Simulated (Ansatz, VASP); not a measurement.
# SnTe: VASP beside Ansatz

Contents of INCAR:

```
SYSTEM = SnTe
PREC = Accurate ; ENCUT = 520
EDIFF = 1E-7 ; ISMEAR = 0
SIGMA = 0.05 ; LREAL = .FALSE.
LASPH = .TRUE. ; NELM = 80
ALGO = Normal ; ISIF = 2
LWAVE = .FALSE. ; LCHARG = .TRUE.
GGA = PE ; LELF = .TRUE.
LVHAR = .TRUE. ; NBANDS = 17
```

The input KPOINTS:

```
Automatic mesh
0
G
  10 10 10
  0 0 0
```

Contents of POSCAR:

```
SnTe
1.0
    0.0000000000      3.3086037877      3.3086037877
    3.3086037877      0.0000000000      3.3086037877
    3.3086037877      3.3086037877      0.0000000000
Sn Te
1 1
Direct
    0.5000000000      0.5000000000      0.5000000000
    0.0000000000      0.0000000000      0.0000000000
```

Input for Ansatz:

```yaml
crystal:
  lattice:
    - [0.0, 3.3086037877, 3.3086037877]
    - [3.3086037877, 0.0, 3.3086037877]
    - [3.3086037877, 3.3086037877, 0.0]
  atoms:
    - { symbol: Sn, position: [0.5, 0.5, 0.5] }
    - { symbol: Te, position: [0.0, 0.0, 0.0] }
basis:
  ecutwfc: 420
  ecutrho_ratio: 4
kpoints:
  mp_grid: { grid: [10, 10, 10] }
hamiltonian:
  xc: pbe
scf:
  occupations: { method: gaussian, width: 0.05 }
output:
  forces: true
  stress: true
  eigenvalues: true
```

Alike in both runs: task single point; functional PBE; k mesh 10 × 10 × 10; occupations gaussian, width 0.05 eV; no spin polarisation.

```csv
,VASP,Ansatz
version,VASP 6.6.1,Ansatz 0.2.0
potentials or method,"VASP PAW PBE potentials, release 64 (Sn_d, Te)","scalar-relativistic, plane waves, PAW"
plane-wave cutoff (eV),520,420
valence electrons in the cell,20,30
```

|  | VASP | Ansatz | Ansatz less VASP |
| --- | --- | --- | --- |
| gap on the k mesh at the Fermi level (eV) | 0.29 | 0.29 | +0.001 |
| least direct gap on the mesh (eV) | 0.29 | 0.29 | +0.001 |
| pressure (GPa) | -3.2 | -3.1 | +0.02 |

The two sets of potentials don't hold the same shells in valence.

Caveats: spin-orbit coupling is left out, which moves the levels of the heavy elements.
